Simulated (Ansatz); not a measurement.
**Ionic part of the dielectric constant of CsCl at 2 GPa, mode by mode**

Computed with DFT LDA, scalar-relativistic, plane waves, PAW in Ansatz. Cutoff 420 eV, 6×6×6 k-points (Γ-centred), fixed occupations. No spin polarisation. Phonons by linear response, acoustic sum rule imposed.

Symmetry: Pm-3m, No. 221, cubic system. The conventional cell has a = 3.881 Å, b = 3.881 Å, c = 3.881 Å, α = 90.00°, β = 90.00°, γ = 90.00°. Cs (site symmetry m-3m) is surrounded by 8 Cl at 3.36 Å. Around Cl (site symmetry m-3m) lie 8 Cs at 3.36 Å.

Spin–orbit coupling is left out, which matters for heavy elements.

The primitive cell has V = 58.46 Å³ and ε∞,yy = 3.314. Each polar mode adds Δε = (4.92064×10⁷/V)·S/ν² along y, with S its oscillator strength in e²/amu, ν in cm⁻¹ and V in Å³.

Problem. From these modes, find each Δε and ε0,yy.
```json
{"ν (cm⁻¹)": "133.0", "S_yy (e²/amu)": "0.06692"}
```

Solution.
| ν (cm⁻¹) | Δε |
| --- | --- |
| 133.0 | 3.18 |

The sum is 3.184, so ε0,yy = 6.50; the run's tensor has 6.50.

Problem. Where do the longitudinal modes lie for a wave vector along y?

Solution. At 186 cm⁻¹. The Lyddane–Sachs–Teller product Π(ν_LO/ν_TO)² = 1.96 matches ε0/ε∞ = 1.96.